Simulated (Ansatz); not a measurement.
Input of an Ansatz 0.2.0 run:

input.yaml

```yaml
crystal:
  lattice:
    - [-1.9796595667, 1.9796595667, 1.9796595667]
    - [1.9796595667, -1.9796595667, 1.9796595667]
    - [1.9796595667, 1.9796595667, -1.9796595667]
  atoms:
    - { symbol: Pb, position: [0.0, 0.0, 0.0] }
hamiltonian:
  xc: pbesol
  pseudopotentials: { kind: paw }
kpoints:
  mp_grid: { grid: [9, 9, 9] }
scf:
  occupations: { method: fermi_dirac, width: 0.05 }
output:
  forces: true
  stress: true
  eigenvalues: true
relax:
  f_tol: 0.01
  max_steps: 40
  cell: { stress_tol: 0.05, p_target: 10.0 }
```

Potentials or basis: Ansatz PAW.

Launch:

```console
$ ansatz run input.yaml --threads 2 --pin off --max-ram 5632MiB --backend cpu --events-out ev --progress --plain --runs-dir out
```

Task: Estimate the relaxed volume.

Result: 25.66 Å³/atom.

Task: Estimate the space group after relaxing (to 0.05 Å).

Result: Im-3m (No. 229).

Task: What does it give for the relaxed cell?

Result: a = 3.218 Å, b = 3.218 Å, c = 3.218 Å, α = 109.47°, β = 109.47°, γ = 109.47°.

Task: What does it give for the band gap on the k mesh?

Result: None (metal or under the smearing width).

Final structure:
```cif
data_structure
_symmetry_space_group_name_H-M 'P 1'
_symmetry_Int_Tables_number 1
_cell_length_a 3.2181
_cell_length_b 3.2181
_cell_length_c 3.2181
_cell_angle_alpha 109.471
_cell_angle_beta 109.471
_cell_angle_gamma 109.471
_cell_volume 25.66
loop_
_atom_site_label
_atom_site_type_symbol
_atom_site_fract_x
_atom_site_fract_y
_atom_site_fract_z
_atom_site_occupancy
Pb1 Pb 0.00000 0.00000 0.00000 1
```

Caveat: the volume moved by over 15 % at a fixed basis, so the end points are rough; the PAW data sets come from PBE, with cores solved anew for the run's functional, which leaves a small shift of forces and pressure. Spin-orbit coupling is left out, which matters for the levels of Pb.
